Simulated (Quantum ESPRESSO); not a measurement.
**Ta in Quantum ESPRESSO: the effect of functional**

Ta:

```
CELL_PARAMETERS angstrom
-1.65128 1.65128 1.65128
1.65128 -1.65128 1.65128
1.65128 1.65128 -1.65128
ATOMIC_POSITIONS crystal
Ta 0.00000 0.00000 0.00000
```

Alike in all runs:

| Quantity | Value |
| --- | --- |
| Program | Quantum ESPRESSO 7.5 |
| Task | phonons |
| Cutoff | 789 eV |
| Density cutoff | 3157 eV |
| k mesh | 8 × 8 × 8 |
| Occupations | cold, width 0.2 eV |
| Spin | no spin polarisation |

Each run relaxes the cell or the atoms first.

```tsv
functional	potentials or basis	relaxed volume (Å³/atom)	highest phonon frequency (cm⁻¹)
LDA	PseudoDojo 0.4.1 SR LDA standard	17.02	174
PBEsol	PseudoDojo 0.4.1 SR PBEsol standard	17.53	171
RPBE	PseudoDojo 0.4.1 SR PBE standard	18.41	152
PW91	PseudoDojo 0.4.1 SR PBE standard	?	?
AM05	PseudoDojo 0.4.1 SR PBE standard	17.53	172
```

What does the run with functional PW91 give?

Relaxed volume 18.09 Å³/atom; highest phonon frequency 161 cm⁻¹.

Caveats: the mesh is thin for the phonons of a metal; the potentials were made for another functional, which shifts forces and pressure (some runs).

Runs at the PBE level aren't shown here.
